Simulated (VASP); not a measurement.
# Ti (Fm-3m) in VASP: a series of runs

One crystal, Ti, is run at these levels: AM05, r2SCAN+rVV10, r2SCAN+rVV10+U; tasks: band structure, phonons.

Everything below comes from runs of VASP 6.6.1. Logs are shortened: lines on timing, memory, paths and dates and some standing lists are left out, and cuts for length are marked.

### Step 1. Starting point

Symmetry: Fm-3m, No. 225, cubic system. The conventional cell has a = 4.060 Å, b = 4.060 Å, c = 4.060 Å, α = 90.00°, β = 90.00°, γ = 90.00°. Ti (site symmetry m-3m) has 12 Ti at 2.87 Å as nearest neighbours.

This isn't the form of Ti at room conditions, which is hcp.

### Step 2. Band structure, AM05

Contents of Ti.cif:

```cif
data_Ti
_cell_length_a 4.06000000
_cell_length_b 4.06000000
_cell_length_c 4.06000000
_cell_angle_alpha 90.00000000
_cell_angle_beta 90.00000000
_cell_angle_gamma 90.00000000
_space_group_name_H-M_alt 'Fm-3m'
_space_group_name_Hall '-F 4 2 3'
_space_group_IT_number 225
loop_
_space_group_symop_operation_xyz
'x,y,z'
'-x,-y,-z'
'-y,x,z'
'y,-x,-z'
'-x,-y,z'
'x,y,-z'
'y,-x,z'
'-y,x,-z'
'x,-y,-z'
'-x,y,z'
'-y,-x,-z'
'y,x,z'
'-x,y,-z'
'x,-y,z'
'y,x,-z'
'-y,-x,z'
'z,x,y'
'-z,-x,-y'
'z,-y,x'
'-z,y,-x'
'z,-x,-y'
'-z,x,y'
'z,y,-x'
'-z,-y,x'
'-z,x,-y'
'z,-x,y'
'-z,-y,-x'
'z,y,x'
'-z,-x,y'
'z,x,-y'
'-z,y,x'
'z,-y,-x'
'y,z,x'
'-y,-z,-x'
'x,z,-y'
'-x,-z,y'
'-y,z,-x'
'y,-z,x'
'-x,z,y'
'x,-z,-y'
'-y,-z,x'
'y,z,-x'
'-x,-z,-y'
'x,z,y'
'y,-z,-x'
'-y,z,x'
'x,-z,y'
'-x,z,-y'
'x,y+1/2,z+1/2'
'-x,-y+1/2,-z+1/2'
'-y,x+1/2,z+1/2'
[... 62 lines left out ...]
'-z+1/2,-x,-y+1/2'
'z+1/2,-y,x+1/2'
'-z+1/2,y,-x+1/2'
'z+1/2,-x,-y+1/2'
'-z+1/2,x,y+1/2'
'z+1/2,y,-x+1/2'
'-z+1/2,-y,x+1/2'
'-z+1/2,x,-y+1/2'
'z+1/2,-x,y+1/2'
'-z+1/2,-y,-x+1/2'
'z+1/2,y,x+1/2'
'-z+1/2,-x,y+1/2'
'z+1/2,x,-y+1/2'
'-z+1/2,y,x+1/2'
'z+1/2,-y,-x+1/2'
'y+1/2,z,x+1/2'
'-y+1/2,-z,-x+1/2'
'x+1/2,z,-y+1/2'
'-x+1/2,-z,y+1/2'
'-y+1/2,z,-x+1/2'
'y+1/2,-z,x+1/2'
'-x+1/2,z,y+1/2'
'x+1/2,-z,-y+1/2'
'-y+1/2,-z,x+1/2'
'y+1/2,z,-x+1/2'
'-x+1/2,-z,-y+1/2'
'x+1/2,z,y+1/2'
'y+1/2,-z,-x+1/2'
'-y+1/2,z,x+1/2'
'x+1/2,-z,y+1/2'
'-x+1/2,z,-y+1/2'
'x+1/2,y+1/2,z'
'-x+1/2,-y+1/2,-z'
'-y+1/2,x+1/2,z'
'y+1/2,-x+1/2,-z'
'-x+1/2,-y+1/2,z'
'x+1/2,y+1/2,-z'
'y+1/2,-x+1/2,z'
'-y+1/2,x+1/2,-z'
'x+1/2,-y+1/2,-z'
'-x+1/2,y+1/2,z'
'-y+1/2,-x+1/2,-z'
'y+1/2,x+1/2,z'
'-x+1/2,y+1/2,-z'
'x+1/2,-y+1/2,z'
'y+1/2,x+1/2,-z'
'-y+1/2,-x+1/2,z'
'z+1/2,x+1/2,y'
'-z+1/2,-x+1/2,-y'
'z+1/2,-y+1/2,x'
'-z+1/2,y+1/2,-x'
'z+1/2,-x+1/2,-y'
'-z+1/2,x+1/2,y'
'z+1/2,y+1/2,-x'
'-z+1/2,-y+1/2,x'
'-z+1/2,x+1/2,-y'
'z+1/2,-x+1/2,y'
'-z+1/2,-y+1/2,-x'
'z+1/2,y+1/2,x'
'-z+1/2,-x+1/2,y'
'z+1/2,x+1/2,-y'
'-z+1/2,y+1/2,x'
'z+1/2,-y+1/2,-x'
'y+1/2,z+1/2,x'
'-y+1/2,-z+1/2,-x'
'x+1/2,z+1/2,-y'
'-x+1/2,-z+1/2,y'
'-y+1/2,z+1/2,-x'
'y+1/2,-z+1/2,x'
'-x+1/2,z+1/2,y'
'x+1/2,-z+1/2,-y'
'-y+1/2,-z+1/2,x'
'y+1/2,z+1/2,-x'
'-x+1/2,-z+1/2,-y'
'x+1/2,z+1/2,y'
'y+1/2,-z+1/2,-x'
'-y+1/2,z+1/2,x'
'x+1/2,-z+1/2,y'
'-x+1/2,z+1/2,-y'
loop_
_atom_site_label
_atom_site_type_symbol
_atom_site_symmetry_multiplicity
_atom_site_Wyckoff_symbol
_atom_site_fract_x
_atom_site_fract_y
_atom_site_fract_z
_atom_site_occupancy
Ti1 Ti 4 a 0.0000000000 0.0000000000 0.0000000000 1
```

Contents of POSCAR:

```
Ti
 1.0000000000000000
     4.0599999999999996    0.0000000000000000    0.0000000000000000
     0.0000000000000000    4.0599999999999996    0.0000000000000000
     0.0000000000000000    0.0000000000000000    4.0599999999999996
 Ti 
   4
Cartesian
  0.0000000000000000  0.0000000000000000  0.0000000000000000
  0.0000000000000000  2.0299999999999998  2.0299999999999998
  2.0299999999999998  0.0000000000000000  2.0299999999999998
  2.0299999999999998  2.0299999999999998  0.0000000000000000
```

Contents of INCAR.step1:

```
PREC = Accurate
ENCUT = 520
EDIFF = 1E-6
ISMEAR = 1
SIGMA = 0.2
LREAL = False
LASPH = True
NELM = 100
ALGO = Normal
ISIF = 2
LWAVE = False
LCHARG = True
LMAXMIX = 4
GGA = AM
NBANDS = 32
```

Contents of KPOINTS.step1:

```
Automatic mesh
0
Gamma
  7 7 7
```

Contents of INCAR.step2:

```
PREC = Accurate
ENCUT = 520
EDIFF = 1E-6
ISMEAR = 0
SIGMA = 0.05
LREAL = False
LASPH = True
NELM = 100
ALGO = Normal
ISIF = 2
LWAVE = False
LCHARG = False
LMAXMIX = 4
GGA = AM
NBANDS = 32
ICHARG = 11
```

Contents of KPOINTS.step2:

```
path GXMGRX,MR
15
line-mode
reciprocal
 0.0000000000  0.0000000000  0.0000000000  G
 0.0000000000  0.5000000000  0.0000000000  X

 0.0000000000  0.5000000000  0.0000000000  X
 0.5000000000  0.5000000000  0.0000000000  M

 0.5000000000  0.5000000000  0.0000000000  M
 0.0000000000  0.0000000000  0.0000000000  G

 0.0000000000  0.0000000000  0.0000000000  G
 0.5000000000  0.5000000000  0.5000000000  R

 0.5000000000  0.5000000000  0.5000000000  R
 0.0000000000  0.5000000000  0.0000000000  X

 0.5000000000  0.5000000000  0.0000000000  M
 0.5000000000  0.5000000000  0.5000000000  R
```

Potentials or basis: VASP PAW PBE potentials, release 64 (Ti_sv).

Run with:

```bash
$ ase convert -i cif -o vasp Ti.cif POSCAR
$ cat potpaw_PBE.64/Ti_sv/POTCAR > POTCAR
$ cp INCAR.step1 INCAR
$ cp KPOINTS.step1 KPOINTS
$ mpirun -np 1 vasp_std > vasp.out
$ cp INCAR.step2 INCAR
$ cp KPOINTS.step2 KPOINTS
$ mpirun -np 1 vasp_std > vasp.out
```

OUTCAR:

```text
PREC = Accurate
   ENCUT = 520
   EDIFF = 1E-6
   ISMEAR = 0
   LREAL = False
   LASPH = True
   NELM = 100
   ISIF = 2
   GGA = AM
   ICHARG = 11

 ion  position               nearest neighbor table
   1  0.000  0.000  0.000-   2 2.87   3 2.87   4 2.87   2 2.87   3 2.87   2 2.87   4 2.87   2 2.87
                             3 2.87   4 2.87   3 2.87   4 2.87
   2  0.000  0.500  0.500-   1 2.87   3 2.87   4 2.87   1 2.87   4 2.87   1 2.87   3 2.87   1 2.87
                             3 2.87   4 2.87   4 2.87   3 2.87
   3  0.500  0.000  0.500-   1 2.87   2 2.87   4 2.87   1 2.87   4 2.87   2 2.87   4 2.87   4 2.87
                             1 2.87   2 2.87   1 2.87   2 2.87
   4  0.500  0.500  0.000-   1 2.87   2 2.87   3 2.87   2 2.87   3 2.87   1 2.87   3 2.87   3 2.87
                             1 2.87   2 2.87   2 2.87   1 2.87

  LATTYP: Found a simple cubic cell.
 ALAT       =     4.0600000000

  Lattice vectors:

 A1 = (   4.0600000000,   0.0000000000,   0.0000000000)
 A2 = (   0.0000000000,   4.0600000000,   0.0000000000)
 A3 = (   0.0000000000,   0.0000000000,   4.0600000000)

Analysis of symmetry for initial positions (statically):
=====================================================================
 Subroutine PRICEL returns following result:

  LATTYP: Found a face centered cubic cell.
 ALAT       =     4.0600000000

  Lattice vectors:

 A1 = (   2.0300000000,  -2.0300000000,   0.0000000000)
 A2 = (   2.0300000000,   0.0000000000,   2.0300000000)
 A3 = (   0.0000000000,  -2.0300000000,   2.0300000000)

   4 primitive cells build up your supercell.

 Routine SETGRP: Setting up the symmetry group for a
 simple cubic supercell.

 Subroutine GETGRP returns: Found 48 space group operations
 (whereof 48 operations were pure point group operations)
 out of a pool of 48 trial point group operations.

The static configuration has the point symmetry O_h .

Analysis of symmetry for dynamics (positions and initial velocities):
=====================================================================
 Subroutine PRICEL returns following result:

  LATTYP: Found a face centered cubic cell.
 ALAT       =     4.0600000000

  Lattice vectors:

 A1 = (   2.0300000000,  -2.0300000000,   0.0000000000)
 A2 = (   2.0300000000,   0.0000000000,   2.0300000000)
 A3 = (   0.0000000000,  -2.0300000000,   2.0300000000)

   4 primitive cells build up your supercell.

 Routine SETGRP: Setting up the symmetry group for a
 simple cubic supercell.

 Subroutine GETGRP returns: Found 48 space group operations
 (whereof 48 operations were pure point group operations)
 out of a pool of 48 trial point group operations.

The dynamic configuration has the point symmetry O_h .

 Subroutine INISYM returns: Found 48 space group operations
 (whereof 48 operations are pure point group operations),
 and found     4 'primitive' translations

----------------------------------------------------------------------------------------

[... 40 lines left out ...]
  0.000000  0.107143  0.000000      0.011111
  0.000000  0.142857  0.000000      0.011111
  0.000000  0.178571  0.000000      0.011111
[... 42 lines left out ...]
  0.107143  0.107143  0.107143      0.011111
  0.142857  0.142857  0.142857      0.011111
 [... further k-points ...]
   k-points           NKPTS =     90   k-points in BZ     NKDIM =     90   number of bands    NBANDS=     32
   number of dos      NEDOS =    301   number of ions     NIONS =      4
   total plane-waves  NPLWV =  27000
   dimension x,y,z NGX =    30 NGY =   30 NGZ =   30
   dimension x,y,z NGXF=    60 NGYF=   60 NGZF=   60
   ions per type =               4
   NGX,Y,Z   is equivalent  to a cutoff of  12.28, 12.28, 12.28 a.u.
   NGXF,Y,Z  is equivalent  to a cutoff of  24.57, 24.57, 24.57 a.u.
 SYSTEM =  unknown system
   PREC   = accura    normal or accurate (medium, high low for compatibility)
   ISTART =      0    job   : 0-new  1-cont  2-samecut
   ICHARG =     11    charge: 1-file 2-atom 10-const
   ISPIN  =      1    spin polarized calculation?
   LNONCOLLINEAR =      F non collinear calculations
   LSORBIT =      F    spin-orbit coupling
   LASPH  =      T    aspherical Exc in radial PAW
   ENCUT  =  520.0 eV  38.22 Ry    6.18 a.u.   7.55  7.55  7.55*2*pi/ulx,y,z
   NELM   =    100;   NELMIN=  2; NELMDL=  0     # of ELM steps
   EDIFF  = 0.1E-05   stopping-criterion for ELM
   LREAL  =      F    real-space projection
   EDIFFG = 0.1E-04   stopping-criterion for IOM
   NSW    =      0    number of steps for IOM
   IBRION =     -1    ionic relax: 0-MD 1-quasi-New 2-CG
   NFREE  =      0    steps in history (QN), initial steepest desc. (CG)
   ISIF   =      2    stress and relaxation
   ISYM   =      2    0-nonsym 1-usesym 2-fastsym
   POTIM  = 0.5000    time-step for ionic-motion
   TEBEG  =    0.0;   TEEND  =   0.0 temperature during run
   PSTRESS=    0.0 pullay stress
   NELECT =      48.0000    total number of electrons
   NUPDOWN=      -1.0000    fix difference up-down
   EMIN   =  10.00;   EMAX   =-10.00  energy-range for DOS
   EFERMI =   0.00;   METHOD = LEGACY
   ISMEAR =     0;   SIGMA  =   0.05  broadening in eV -4-tet -1-fermi 0-gaus
   EFERMI_NEDOS =   21; number of points for ismear=-14 and -15
   IALGO  =     38    algorithm
   IMIX   =      4    mixing-type and parameters
     AMIX     =   0.40;   BMIX     =  1.00
     AMIX_MAG =   1.60;   BMIX_MAG =  1.00
  volume/ion in A,a.u.               =      16.73       112.91
  Fermi-wavevector in a.u.,A,eV,Ry     =   1.465421  2.769245 29.217967  2.147460
  Thomas-Fermi vector in A             =   2.581280
   LORBIT       =      0    0 simple, 1 ext, 2 COOP (PROOUT), +10 PAW based schemes
   GGA     = AM    functional components
   LHFCALC =     F    Hartree Fock is set to
   AEXX    =    0.0000 exact exchange contribution
   IVDW    =     0    specifies the selected vdW correction
   LEPSILON=     F    determine dielectric tensor
   LRPA    =     F    only Hartree local field effects (RPA)
 non-spin polarized calculation
 Gauss-broadening in eV      SIGMA  =   0.05
  energy-cutoff  :      520.00
  volume of cell :       66.92
 maximum number of plane-waves:      1856

 number of electron      48.0000011 magnetization

 Free energy of the ion-electron system (eV)
  ---------------------------------------------------
  ext. energy  EPLUGINS =         0.00000000
  ---------------------------------------------------
  free energy    TOTEN  =       -32.90721693 eV

  energy without entropy =      -32.90200940  energy(sigma->0) =      -32.90461317

 E-fermi :   8.5947     XC(G=0): -11.7943

 val. band max:        8.5910264267   @ k =   0.3571   0.3571   0.3571
 cond. band min:       8.6195297440   @ k =   0.3571   0.5000   0.3571
 fundamental gap:      0.0285033173
 Fermi energy:         8.5946937566

 k-point     1 :       0.0000    0.0000    0.0000
  band No.  band energies     occupation
      1     -47.8239      2.00000
      2     -47.6310      2.00000
      3     -47.6310      2.00000
      4     -47.6310      2.00000
      5     -24.5087      2.00000
      6     -24.5087      2.00000
[... 1389 lines left out ...]
     31      11.1664      0.00000
     32      11.6193      0.00000

 [... further k-points ...]

------------------------ aborting loop because EDIFF is reached ----------------------------------------

  FORCE on cell =-STRESS in cart. coord.  units (eV):
  Direction    XX          YY          ZZ          XY          YZ          ZX
  --------------------------------------------------------------------------------------
  -------------------------------------------------------------------------------------
  Total        1.0339099      1.0339099      1.0339099     -0.0000000     -0.0000000      0.0000000
  in kB       24.7522782     24.7522782     24.7522782     -0.0000000     -0.0000000      0.0000000
  external PRESSURE =      24.7522782 kB  Pullay stress =       0.0000000 kB

 VOLUME and BASIS-vectors are now :
 -----------------------------------------------------------------------------
  energy-cutoff  :      520.00
  volume of cell :       66.92
      direct lattice vectors                 reciprocal lattice vectors
     4.060000000  0.000000000  0.000000000     0.246305419  0.000000000  0.000000000
     0.000000000  4.060000000  0.000000000     0.000000000  0.246305419  0.000000000
     0.000000000  0.000000000  4.060000000     0.000000000  0.000000000  0.246305419

 POSITION                                       TOTAL-FORCE (eV/Angst)
 -----------------------------------------------------------------------------------
      0.00000      0.00000      0.00000        -0.000000     -0.000000     -0.000000
      0.00000      2.03000      2.03000         0.000000     -0.000000      0.000000
      2.03000      0.00000      2.03000         0.000000      0.000000     -0.000000
      2.03000      2.03000      0.00000         0.000000      0.000000      0.000000
 -----------------------------------------------------------------------------------
    total drift:                                0.000000      0.000000     -0.000000

  FREE ENERGIE OF THE ION-ELECTRON SYSTEM (eV)
  ---------------------------------------------------
  free  energy   TOTEN  =       -32.9072169293 eV

  energy  without entropy=      -32.9020094021  energy(sigma->0) =      -32.90461317
```

It took 2.3 min on 1 thread of Intel Xeon Platinum 8488C (Sapphire Rapids), shared host; peak memory 0.25 GiB.

Results:

```yaml
Band_gap_along_the_path: none (metal or under the smearing width)
```

Levels at the corners of the path, in eV from the Fermi level:
| point | band 20 | band 21 | band 22 | band 23 | band 24 | band 25 | band 26 | band 27 | band 28 | band 29 |
| --- | --- | --- | --- | --- | --- | --- | --- | --- | --- | --- |
| Γ | -2.72 | -1.81 | -1.81 | -1.81 | 0.90 | 0.90 | 0.90 | 2.60 | 2.60 | 3.02 |
| X | -1.62 | -0.62 | -0.62 | -0.39 | -0.39 | -0.39 | -0.39 | 1.21 | 1.21 | 2.11 |
| X | -1.62 | -0.62 | -0.62 | -0.39 | -0.39 | -0.39 | -0.39 | 1.21 | 1.21 | 2.11 |
| M | -2.12 | -0.34 | -0.34 | -0.34 | -0.34 | -0.04 | -0.04 | -0.04 | -0.04 | 1.74 |
| M | -2.12 | -0.34 | -0.34 | -0.34 | -0.34 | -0.04 | -0.04 | -0.04 | -0.04 | 1.74 |
| Γ | -2.72 | -1.81 | -1.81 | -1.81 | 0.90 | 0.90 | 0.90 | 2.60 | 2.60 | 3.02 |
| Γ | -2.72 | -1.81 | -1.81 | -1.81 | 0.90 | 0.90 | 0.90 | 2.60 | 2.60 | 3.02 |
| R | -2.67 | 0.73 | 0.73 | 0.73 | 0.73 | 0.77 | 0.77 | 0.77 | 0.77 | 0.77 |
| R | -2.67 | 0.73 | 0.73 | 0.73 | 0.73 | 0.77 | 0.77 | 0.77 | 0.77 | 0.77 |
| X | -1.62 | -0.62 | -0.62 | -0.39 | -0.39 | -0.39 | -0.39 | 1.21 | 1.21 | 2.11 |
| M | -2.12 | -0.34 | -0.34 | -0.34 | -0.34 | -0.04 | -0.04 | -0.04 | -0.04 | 1.74 |
| R | -2.67 | 0.73 | 0.73 | 0.73 | 0.73 | 0.77 | 0.77 | 0.77 | 0.77 | 0.77 |

Caveat: the log is that of the step along the path at fixed density, whose energy, stress, charges and moments have no meaning; the PAW data sets were made with another functional, which shifts forces and pressure a little.

(Part 1 of 2 ends here.)
